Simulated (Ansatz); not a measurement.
Zinc-blende InN (metastable phase) was calculated with PBE0 in Ansatz (plane waves, PAW).

Run with plane-wave cutoff 460 eV, 10×10×10 k mesh, Fermi–Dirac smearing 0.01 eV, scalar-relativistic PAW data made under PBE.

A third-order Birch–Murnaghan fit to the energies gives V0 = 15.457 Å³/atom, B0 = 145 GPa, B′ = 4.5.

```csv
V (Å³/atom),P (GPa)
14.625,9.08
15.010,4.54
15.395,0.58
15.765,___
16.165,___
```

Q: Estimate the withheld pressures from this fit; the answers are the runs' own values.

A: 
- 15.765, P (GPa): -2.75
- 16.165, P (GPa): -5.88

The formula P = (3/2) B0 (x^(7/3) − x^(5/3)) [1 + (3/4)(B′ − 4)(x^(2/3) − 1)] with x = V0/V meets the computed pressures within 0.02 GPa when these rounded values are put in.

Measured, for comparison: equilibrium volume per atom 15.72 Å³/atom (temperature not stated, no zero-point or thermal correction, epilayer on 3C-SiC; as tabulated in Schörmann, As, Lischka, Schley, Goldhahn et al., Appl. Phys. Lett. 89, 261903 …). Computed (rounded) less measured: equilibrium volume per atom -1.7 %. A static lattice is as a rule a little smaller and stiffer than an uncorrected measurement, which can account for part of this.

Spin–orbit coupling is not included.

The computed numbers hold no vibrational or temperature effects.

Ansatz is an electronic-structure program.
